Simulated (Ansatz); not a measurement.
The elements of this relaxed crystal are hidden behind letters.

```
lattice vectors (Å)
  -1.6145    1.6145    3.9334
   1.6145   -1.6145    3.9334
   1.6145    1.6145   -3.9334
fractional positions
X 0.3345 0.3345 0.0000
X 0.6655 0.6655 0.0000
Z 0.0000 0.0000 0.0000
```

The calculation used DFT PBE, scalar-relativistic, plane waves, PAW in Ansatz. Plane waves to 420 eV, a 20×20×20 mesh through Γ for the 3-atom cell and 0.10 eV Gaussian smearing; no spin polarisation.

```
Space group                                 : I4/mmm (No. 139)
Conventional cell                           : a = 3.229 Å, c = 7.867 Å
Volume per atom                             : 13.67 Å³
Density                                     : 9.72 g/cm³
Energy over the elements                    : −0.34 eV/atom
Gap on the 20×20×20 mesh of the 3-atom cell : 0 eV (a metal)
```

Energies are uncorrected and count from the elements' standard states at the same level.

Question: X is a p-block element of period 3 and Z is a d-block element of period 6. Which elements are they?

Answer: X = Si, Z = W, so the formula is Si2W. Density times volume gives a mean mass of 9.72 × 13.67/1.6605 = 80.0 u per atom, and this set has 80.0 u. Si is surrounded by 5 Si at 2.60–2.64 Å, 5 W at 2.63 Å and 4 Si at 3.23 Å; W has 10 Si at 2.63 Å and 4 W at 3.23 Å. Other sets within the hints have nearly the same mass, so mass alone doesn't settle it; this one was computed.

Spin–orbit coupling, which can matter for W, is left out. A later test with randomly moved atoms came back to the same energy, though modes that don't fit the test's cell weren't probed.
